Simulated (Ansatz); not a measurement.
Crystal: Fe.

```
CELL_PARAMETERS angstrom
-1.44300 1.44300 1.44300
1.44300 -1.44300 1.44300
1.44300 1.44300 -1.44300
ATOMIC_POSITIONS crystal
Fe 0.00000 0.00000 0.00000
```

Base run:

```yaml
Program: Ansatz 0.2.0
Functional: rPW86-PBE
Potentials_or_basis: Ansatz PAW
Cutoff: 420 eV
Density_cutoff: 1680 eV
k_mesh: 13 × 13 × 13
Occupations: fermi-dirac, width 0.05 eV
Spin: collinear spin, ferromagnetic start
Starting_moments: "[3.0] μB"
```

Its results: band gap on the k mesh none (metal or under the smearing width); pressure -4.7 GPa; net moment 2.14 μB per cell; site moments Fe +2.21 μB.

**Question.** The run is repeated on the same cell with these changes: functional from rPW86-PBE to RPBE. What comes out?

**Answer.** Band gap on the k mesh none (metal or under the smearing width); pressure -3.4 GPa; net moment 2.30 μB per cell; site moments Fe +2.37 μB.

Caveats: the potentials were made for another functional, which shifts forces and pressure; the PAW data sets come from PBE, with cores solved anew for the run's functional, which leaves a small shift of forces and pressure.

Not every run made on this cell is shown here.
